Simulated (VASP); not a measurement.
# Li in VASP: further runs

The runs below take Li through single point, with PBE.

Program: VASP 6.6.1. These are calculated values, not measurements. Logs are shortened: lines on timing, memory, paths and dates and some standing lists are left out, and cuts for length are marked.

## Step 1: The structure

The cell holds a sheet with vacuum, 1 atom: a = 2.855 Å, b = 2.855 Å, c = 23.800 Å, α = 90.00°, β = 90.00°, γ = 90.00°.

The cell was built by a generator and needn't be a form met in nature.

## Step 2: Single point, PBE

INCAR

```
  PREC = Accurate
  ENCUT = 520
  EDIFF = 1E-6
  ISMEAR = 0
  SIGMA = 0.1
  LREAL = F
  LASPH = T
  NELM = 100
  ALGO = Normal
  ISIF = 2
  LWAVE = F
  LCHARG = F
  LDIPOL = T
  IDIPOL = 3
  DIPOL = 0.5 0.5 0.294
  GGA = PE
  NBANDS = 8
```

KPOINTS

```
Automatic mesh
0
Gamma
  8 8 1
```

POSCAR

```
Li
1.0
    2.8552943088      0.0000000000      0.0000000000
    0.0000000000      2.8552943088      0.0000000000
    0.0000000000      0.0000000000     23.8000000000
Li
1
Direct
    0.5000000000      0.5000000000      0.2941176471
```

Potentials or basis: VASP PAW PBE potentials, release 64 (Li_sv).

Run with:

```bash
cat potpaw_PBE.64/Li_sv/POTCAR > POTCAR
mpirun -np 1 vasp_std > vasp.out
```

OUTCAR:

```text
PREC = Accurate
   ENCUT = 520
   EDIFF = 1E-6
   ISMEAR = 0
   LREAL = F
   LASPH = T
   NELM = 100
   ISIF = 2
   GGA = PE

 ion  position               nearest neighbor table
   1  0.500  0.500  0.294-

  LATTYP: Found a simple tetragonal cell.
 ALAT       =     2.8552943088
 C/A-ratio  =     8.3353929319

  Lattice vectors:

 A1 = (   2.8552943088,   0.0000000000,   0.0000000000)
 A2 = (   0.0000000000,   2.8552943088,   0.0000000000)
 A3 = (   0.0000000000,   0.0000000000,  23.8000000000)

Analysis of symmetry for initial positions (statically):
=====================================================================
 Subroutine PRICEL returns:
 Original cell was already a primitive cell.

 Routine SETGRP: Setting up the symmetry group for a
 simple tetragonal supercell.

 Subroutine GETGRP returns: Found 16 space group operations
 (whereof  8 operations were pure point group operations)
 out of a pool of 16 trial point group operations.

The static configuration has the point symmetry C_4v.
 The point group associated with its full space group is D_4h.

Analysis of symmetry for dynamics (positions and initial velocities):
=====================================================================
 Subroutine PRICEL returns:
 Original cell was already a primitive cell.

 Routine SETGRP: Setting up the symmetry group for a
 simple tetragonal supercell.

 Subroutine GETGRP returns: Found 16 space group operations
 (whereof  8 operations were pure point group operations)
 out of a pool of 16 trial point group operations.

The dynamic configuration has the point symmetry C_4v.
 The point group associated with its full space group is D_4h.

 Subroutine INISYM returns: Found 16 space group operations
 (whereof  8 operations are pure point group operations),
 and found     1 'primitive' translations

----------------------------------------------------------------------------------------

                                     Primitive cell

  volume of cell :     194.0344

  direct lattice vectors                    reciprocal lattice vectors
     2.855294309  0.000000000  0.000000000     0.350226594  0.000000000  0.000000000
     0.000000000  2.855294309  0.000000000     0.000000000  0.350226594  0.000000000
     0.000000000  0.000000000 23.800000000     0.000000000  0.000000000  0.042016807

  length of vectors
     2.855294309  2.855294309 23.800000000     0.350226594  0.350226594  0.042016807

  position of ions in fractional coordinates (direct lattice)
     0.500000000  0.500000000  0.294117647

  ion indices of the primitive-cell ions
   primitive index   ion index
                 1           1

----------------------------------------------------------------------------------------

 KPOINTS: Automatic mesh

Automatic generation of k-mesh.
 Grid dimensions read from file:
 generate k-points for:    8    8    1

 Generating k-lattice:

  Cartesian coordinates                     Fractional coordinates (reciprocal lattice)
     0.043778324  0.000000000  0.000000000     0.125000000  0.000000000  0.000000000
     0.000000000  0.043778324  0.000000000     0.000000000  0.125000000  0.000000000
     0.000000000  0.000000000  0.042016807     0.000000000  0.000000000  1.000000000

  Length of vectors
     0.043778324  0.043778324  0.042016807

  Shift w.r.t. Gamma in fractional coordinates (k-lattice)
     0.000000000  0.000000000  0.000000000

 Subroutine IBZKPT returns following result:
 ===========================================

 Found     15 irreducible k-points:

 Following reciprocal coordinates:
            Coordinates               Weight
  0.000000  0.000000  0.000000      1.000000
  0.125000  0.000000  0.000000      4.000000
  0.250000  0.000000  0.000000      4.000000
  0.375000  0.000000  0.000000      4.000000
  0.500000  0.000000  0.000000      2.000000
  0.125000  0.125000  0.000000      4.000000
  0.250000  0.125000  0.000000      8.000000
  0.375000  0.125000  0.000000      8.000000
  0.500000  0.125000  0.000000      4.000000
  0.250000  0.250000  0.000000      4.000000
  0.375000  0.250000  0.000000      8.000000
  0.500000  0.250000  0.000000      4.000000
  0.375000  0.375000  0.000000      4.000000
  0.500000  0.375000  0.000000      4.000000
  0.500000  0.500000  0.000000      1.000000
   k-points           NKPTS =     15   k-points in BZ     NKDIM =     15   number of bands    NBANDS=      8
   number of dos      NEDOS =    301   number of ions     NIONS =      1
   total plane-waves  NPLWV = 103680
   dimension x,y,z NGX =    24 NGY =   24 NGZ =  180
   dimension x,y,z NGXF=    48 NGYF=   48 NGZF=  360
   ions per type =               1
   NGX,Y,Z   is equivalent  to a cutoff of  13.97, 13.97, 12.57 a.u.
   NGXF,Y,Z  is equivalent  to a cutoff of  27.95, 27.95, 25.15 a.u.
 SYSTEM =  unknown system
   PREC   = accura    normal or accurate (medium, high low for compatibility)
   ISTART =      0    job   : 0-new  1-cont  2-samecut
   ICHARG =      2    charge: 1-file 2-atom 10-const
   ISPIN  =      1    spin polarized calculation?
   LNONCOLLINEAR =      F non collinear calculations
   LSORBIT =      F    spin-orbit coupling
   LASPH  =      T    aspherical Exc in radial PAW
   ENCUT  =  520.0 eV  38.22 Ry    6.18 a.u.   5.31  5.31 44.25*2*pi/ulx,y,z
   NELM   =    100;   NELMIN=  2; NELMDL= -5     # of ELM steps
   EDIFF  = 0.1E-05   stopping-criterion for ELM
   LREAL  =      F    real-space projection
   EDIFFG = 0.1E-04   stopping-criterion for IOM
   NSW    =      0    number of steps for IOM
   IBRION =     -1    ionic relax: 0-MD 1-quasi-New 2-CG
   NFREE  =      0    steps in history (QN), initial steepest desc. (CG)
   ISIF   =      2    stress and relaxation
   ISYM   =      2    0-nonsym 1-usesym 2-fastsym
   POTIM  = 0.5000    time-step for ionic-motion
   TEBEG  =    0.0;   TEEND  =   0.0 temperature during run
   PSTRESS=    0.0 pullay stress
   NELECT =       3.0000    total number of electrons
   NUPDOWN=      -1.0000    fix difference up-down
   EMIN   =  10.00;   EMAX   =-10.00  energy-range for DOS
   EFERMI =   0.00;   METHOD = LEGACY
   ISMEAR =     0;   SIGMA  =   0.10  broadening in eV -4-tet -1-fermi 0-gaus
   EFERMI_NEDOS =   21; number of points for ismear=-14 and -15
   IALGO  =     38    algorithm
   IMIX   =      4    mixing-type and parameters
     AMIX     =   0.40;   BMIX     =  1.00
     AMIX_MAG =   1.60;   BMIX_MAG =  1.00
  volume/ion in A,a.u.               =     194.03      1309.41
  Fermi-wavevector in a.u.,A,eV,Ry     =   0.407839  0.770704  2.263096  0.166333
  Thomas-Fermi vector in A             =   1.361753
   LORBIT       =      0    0 simple, 1 ext, 2 COOP (PROOUT), +10 PAW based schemes
   GGA     = PE    functional components
   LHFCALC =     F    Hartree Fock is set to
   AEXX    =    0.0000 exact exchange contribution
   IVDW    =     0    specifies the selected vdW correction
   LEPSILON=     F    determine dielectric tensor
   LRPA    =     F    only Hartree local field effects (RPA)
 non-spin polarized calculation
 Gauss-broadening in eV      SIGMA  =   0.10
  energy-cutoff  :      520.00
  volume of cell :      194.03
 maximum number of plane-waves:      5257
 NGX is ok and might be reduce to    24
   NGX = 11   NGY = 11   NGZ = 89

 dipolmoment           0.000000      0.000000     -0.000003 electrons x Angstroem

 number of electron       2.9999991 magnetization

 dipolmoment           0.000000      0.000000      0.000001 electrons x Angstroem

 Free energy of the ion-electron system (eV)
  ---------------------------------------------------
  ext. energy  EPLUGINS =         0.00000000
  ---------------------------------------------------
  free energy    TOTEN  =        -1.33389956 eV

  energy without entropy =       -1.32716759  energy(sigma->0) =       -1.33053358

 E-fermi :  -2.8929     XC(G=0):  -1.3965

 val. band max:       -3.1155521706   @ k =   0.3750   0.0000   0.0000
 cond. band min:      -2.8704878995   @ k =   0.3750   0.1250   0.0000
 fundamental gap:      0.2450642711
 Fermi energy:        -2.8929389255

 k-point     1 :       0.0000    0.0000    0.0000
  band No.  band energies     occupation
      1     -50.1431      2.00000
      2      -4.8976      2.00000
      3      -2.4556      0.00000
      4       0.1095      0.00000
      5       0.5728      0.00000
      6       0.6947      0.00000
      7       1.5662      0.00000
      8       1.8323      0.00000

 k-point     2 :       0.1250    0.0000    0.0000
  band No.  band energies     occupation
      1     -50.1412      2.00000
      2      -4.6837      2.00000
      3      -2.1711      0.00000
      4       0.3831      0.00000
      5       0.8602      0.00000
      6       0.9783      0.00000
      7       1.8532      0.00000
      8       2.1053      0.00000

 k-point     3 :       0.2500    0.0000    0.0000
  band No.  band energies     occupation
      1     -50.1367      2.00000
      2      -4.0589      2.00000
      3      -1.3205      0.00000
      4       1.1759      0.00000
      5       1.7214      0.00000
      6       1.8199      0.00000
      7       2.7126      0.00000
      8       2.8380      0.00000

 k-point     4 :       0.3750    0.0000    0.0000
  band No.  band energies     occupation
      1     -50.1321      2.00000
      2      -3.1156      1.99836
      3       0.0779      0.00000
      4       1.2189      0.00000
      5       2.7851      0.00000
      6       3.1417      0.00000
      7       3.3058      0.00000
      8       4.0937      0.00000

 k-point     5 :       0.5000    0.0000    0.0000
  band No.  band energies     occupation
      1     -50.1303      2.00000
      2      -2.4295      0.00000
      3       0.2114      0.00000
      4       1.5817      0.00000
      5       2.6806      0.00000
      6       4.5042      0.00000
      7       4.7948      0.00000
      8       5.1133      0.00000

 k-point     6 :       0.1250    0.1250    0.0000
  band No.  band energies     occupation
      1     -50.1393      2.00000
      2      -4.4671      2.00000
      3      -1.8867      0.00000
      4       0.6584      0.00000
      5       1.1476      0.00000
      6       1.2628      0.00000
      7       2.1402      0.00000
      8       2.3815      0.00000

 k-point     7 :       0.2500    0.1250    0.0000
  band No.  band energies     occupation
      1     -50.1348      2.00000
      2      -3.8335      2.00000
      3      -1.0364      0.00000
      4       1.4585      0.00000
      5       2.0087      0.00000
      6       2.1073      0.00000
      7       2.9995      0.00000
      8       3.1191      0.00000

 k-point     8 :       0.3750    0.1250    0.0000
  band No.  band energies     occupation
      1     -50.1304      2.00000
      2      -2.8705      0.75086
      3       0.3612      0.00000
      4       1.3768      0.00000
      5       3.0245      0.00000
      6       3.4284      0.00000
      7       3.5790      0.00000
      8       4.3791      0.00000

 k-point     9 :       0.5000    0.1250    0.0000
  band No.  band energies     occupation
      1     -50.1285      2.00000
      2      -2.1533      0.00000
      3       0.3247      0.00000
      4       1.8608      0.00000
      5       2.9684      0.00000
      6       4.7890      0.00000
      7       5.0308      0.00000
      8       5.3996      0.00000

 k-point    10 :       0.2500    0.2500    0.0000
  band No.  band energies     occupation
      1     -50.1304      2.00000
      2      -3.1724      1.99992
      3      -0.1871      0.00000
      4       2.2956      0.00000
      5       2.8695      0.00000
      6       2.9678      0.00000
      7       3.2975      0.00000
      8       3.8581      0.00000

 k-point    11 :       0.3750    0.2500    0.0000
  band No.  band energies     occupation
      1     -50.1260      2.00000
      2      -2.1524      0.00000
      3       1.2072      0.00000
      4       1.7037      0.00000
      5       3.7309      0.00000
      6       4.2868      0.00000
      7       4.4047      0.00000
      8       5.2313      0.00000

 k-point    12 :       0.5000    0.2500    0.0000
  band No.  band energies     occupation
      1     -50.1242      2.00000
      2      -1.3348      0.00000
      3       0.6114      0.00000
      4       2.6911      0.00000
      5       3.8312      0.00000
      6       5.6286      0.00000
      7       5.6319      0.00000
      8       6.2556      0.00000

 k-point    13 :       0.3750    0.3750    0.0000
  band No.  band energies     occupation
      1     -50.1217      2.00000
      2      -1.0383      0.00000
      3       1.6153      0.00000
      4       2.5918      0.00000
      5       4.8063      0.00000
      6       5.4754      0.00000
      7       5.6905      0.00000
      8       5.8510      0.00000

 k-point    14 :       0.5000    0.3750    0.0000
  band No.  band energies     occupation
      1     -50.1199      2.00000
      2      -0.0402      0.00000
      3       0.9185      0.00000
      4       4.0270      0.00000
      5       5.1014      0.00000
      6       5.2661      0.00000
      7       6.0064      0.00000
      8       7.1533      0.00000

 k-point    15 :       0.5000    0.5000    0.0000
  band No.  band energies     occupation
      1     -50.1182      2.00000
      2       1.0520      0.00000
      3       1.0520      0.00000
      4       3.4791      0.00000
      5       5.2607      0.00000
      6       5.9825      0.00000
      7       7.0716      0.00000
      8       7.0716      0.00000

------------------------ aborting loop because EDIFF is reached ----------------------------------------

 vacuum level on the upper side and lower side of the slab       (xc-potential included)        -0.007        -0.008

  FORCE on cell =-STRESS in cart. coord.  units (eV):
  Direction    XX          YY          ZZ          XY          YZ          ZX
  --------------------------------------------------------------------------------------
  -------------------------------------------------------------------------------------
  Total        0.0690380      0.0690380     -0.0163361      0.0000000      0.0000000      0.0000000
  in kB        0.5700594      0.5700594     -0.1348903      0.0000000      0.0000000      0.0000000
  external PRESSURE =       0.3350762 kB  Pullay stress =       0.0000000 kB

 VOLUME and BASIS-vectors are now :
 -----------------------------------------------------------------------------
  energy-cutoff  :      520.00
  volume of cell :      194.03
      direct lattice vectors                 reciprocal lattice vectors
     2.855294309  0.000000000  0.000000000     0.350226594  0.000000000  0.000000000
     0.000000000  2.855294309  0.000000000     0.000000000  0.350226594  0.000000000
     0.000000000  0.000000000 23.800000000     0.000000000  0.000000000  0.042016807

 POSITION                                       TOTAL-FORCE (eV/Angst)
 -----------------------------------------------------------------------------------
      1.42765      1.42765      7.00000         0.000000      0.000000     -0.000000
 -----------------------------------------------------------------------------------
    total drift:                                0.000000      0.000000      0.000016

  FREE ENERGIE OF THE ION-ELECTRON SYSTEM (eV)
  ---------------------------------------------------
  free  energy   TOTEN  =        -1.3338995643 eV

  energy  without entropy=       -1.3271675891  energy(sigma->0) =       -1.33053358

 vacuum level on the upper side and lower side of the slab         0.504         0.504
```

It took 29 s on 1 thread of Intel Xeon Platinum 8488C (Sapphire Rapids), shared host; peak memory 0.29 GiB.

Results:

- Free energy: -1.3339 eV
- Band gap on the k mesh: none (metal or under the smearing width)

Levels at points of the mesh, in eV from the Fermi level:
```tsv
k point	band 1	band 2	band 3	band 4	band 5	band 6
(0.00, 0.00, 0.00)	-47.25	-2.00	0.44	3.00	3.47	3.59
(0.50, 0.00, 0.00)	-47.24	0.46	3.10	4.47	5.57	7.40
(0.50, 0.50, 0.00)	-47.23	3.94	3.94	6.37	8.15	8.88
```

Caveat: the cutoff is under 1.25 times the usual one of these potentials, so pressure, stress and relaxed cells hold a basis-set (Pulay) error.

## Step 3: Single point, PBE

This run uses another cell than the first one, of 74.87 Å³/atom, 0.386 times its volume.

INCAR

```
SYSTEM = Li
PREC = Accurate
ENCUT = 520
EDIFF = 1E-6
ISMEAR = 0
SIGMA = 0.1
LREAL = .FALSE.
LASPH = .TRUE.
NELM = 100
ALGO = Normal
ISIF = 2
LWAVE = .FALSE.
LCHARG = .TRUE.
LDIPOL = .TRUE.
IDIPOL = 3
DIPOL = 0.5 0.5 0.500
GGA = PE
LELF = .TRUE.
LVHAR = .TRUE.
LVACPOTAV = .TRUE.
NBANDS = 8
```

KPOINTS

```
regular mesh
0
G
  8 8 1
  0 0 0
```

POSCAR

```
Li
1.0
    2.3125000000      0.0000000000      0.0000000000
    0.0000000000      2.3125000000      0.0000000000
    0.0000000000      0.0000000000     14.0000000000
Li
1
Direct
    0.5000000000      0.5000000000      0.5000000000
```

Potentials or basis: VASP PAW PBE potentials, release 64 (Li_sv).

Run with:

```bash
cat potpaw_PBE.64/Li_sv/POTCAR > POTCAR
mpirun -np 1 vasp_std > vasp.out
```

Run time: 17 s. Hardware: 1 thread of Intel Xeon Platinum 8488C (Sapphire Rapids), shared host; peak memory 0.16 GiB.

It converged, with:

```
Free energy                     : -0.9629 eV
Band gap on the k mesh          : none (metal or under the smearing width)
Work function of the upper face : 3.73 eV
Work function of the lower face : 3.73 eV
```

Levels at points of the mesh, in eV from the Fermi level:
```csv
k point,band 1,band 2,band 3,band 4,band 5
"(0.00, 0.00, 0.00)",-46.86,-2.41,-0.30,3.11,4.08
"(0.50, 0.00, 0.00)",-46.75,0.28,5.59,6.09,7.30
"(0.50, 0.50, 0.00)",-46.66,5.87,5.87,8.91,12.04
```

Caveat: the cutoff is under 1.25 times the usual one of these potentials, so pressure, stress and relaxed cells hold a basis-set (Pulay) error.
